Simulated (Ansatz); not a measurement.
**NbN, one cell by several methods**

```
Nb N
1.0
     0.00000    2.19450    2.19450
     2.19450    0.00000    2.19450
     2.19450    2.19450    0.00000
Nb N
1 1
Direct
  0.50000 0.50000 0.50000
  0.00000 0.00000 0.00000
```

Atom numbers follow the list: Nb1, N2.

The cell comes from COD entry 1538667, which wasn't checked; take it as a given geometry.

All numbers are computed: DFT, LDA, PAW with Ansatz's default frozen-core files, scalar-relativistic (Ansatz 0.2.0); DFT, LDA, all-electron LAPW, scalar-relativistic (Ansatz 0.2.0).

For PAW: a Γ-centred 14×14×14 k mesh, Fermi–Dirac smearing of 0.08 eV, cutoff 420 eV, no spin polarisation; the PAW files were made with PBE, and the program remakes their frozen cores for this functional. LAPW targets a basis error of 1 meV/atom. The Ansatz runs share mesh, smearing and spin set-up. Plane-wave (PAW) pressures include the program's estimate of the Pulay term.

Stress and pressure are positive in compression.

Levels count from the Fermi level.

| quantity | PAW | LAPW |
| --- | --- | --- |
| pressure (GPa) | -7.52 | -7.55 |
| highest filled level at U (eV) | -1.904 | -1.906 |
| lowest empty level at U (eV) | 2.045 | 2.047 |
| highest filled level at K (eV) | -1.904 | -1.906 |
| lowest empty level at K (eV) | 2.045 | 2.047 |
| highest filled level at W (eV) | -0.090 | -0.090 |
| lowest empty level at W (eV) | 2.870 | 2.873 |
